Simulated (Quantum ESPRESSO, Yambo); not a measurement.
Planning a run of Yambo 5.3.0 on LiH (Fm-3m). The input:

```
HF_and_locXC
gw0
dyson
ppa
em1d
rim_cut
RandQpts= 1000000
RandGvec= 1 RL
EXXRLvcs= 66 Ry
VXCRLvcs= 264 Ry
Chimod= "HARTREE"
% BndsRnXp
 1 | 201 |
%
NGsBlkXp= 15.5 Ry
% LongDrXp
 1 | 1 | 1 |
%
% GbndRnge
 1 | 201 |
%
DysSolver= "n"
ExtendOut
PPAPntXp= 27.21138 eV
% QPkrange
 7 | 7 | 1 | 4 |
 1 | 1 | 1 | 4 |
%
```

The database entry behind the starting cell differs from later determinations by our own check (the deuteride, about 0.2 % short), so it need not match the best structure at ambient conditions.

```sh
OMP_NUM_THREADS=1 mpirun -n 8 yambo -F gw6.in -J gw6 -C gw6 > gw6.log
```

The stored states that it reads are on a 4×4×4 mesh. Symmetry: Fm-3m, No. 225, cubic system. The conventional cell has a = 4.074 Å, b = 4.074 Å, c = 4.074 Å, α = 90.00°, β = 90.00°, γ = 90.00°. Li has 6 H at 2.04 Å nearest. Nearest to H lie 6 Li at 2.04 Å. Farther neighbours are not listed.

**Question.** Estimate wall time and host memory on 8 MPI ranks of Arm Neoverse V1, shared host.

It took 18 s; on shared hardware allow 9 s to 36 s. Peak host memory was 2.4 GiB.

The screening grows as filled bands × empty bands × pairs of k points, times the square of the screening basis for the matrix.

[Paths, hosts, dates, memory and timing lines, banners, echoed tables and standing remarks are left out of the program output.]

[Logs are printed without paths, hosts, clocks, repeated set-up lines and the standing remarks that a program may print on its own settings, such as how far it seeks lower states.]

[Runs of the session that timed out or met a known fault of the program may be left out.]

[Hosts, paths, dates, database ids (printed as entryN), source tags and the programs' standing remarks are cut or masked in the printed files.]
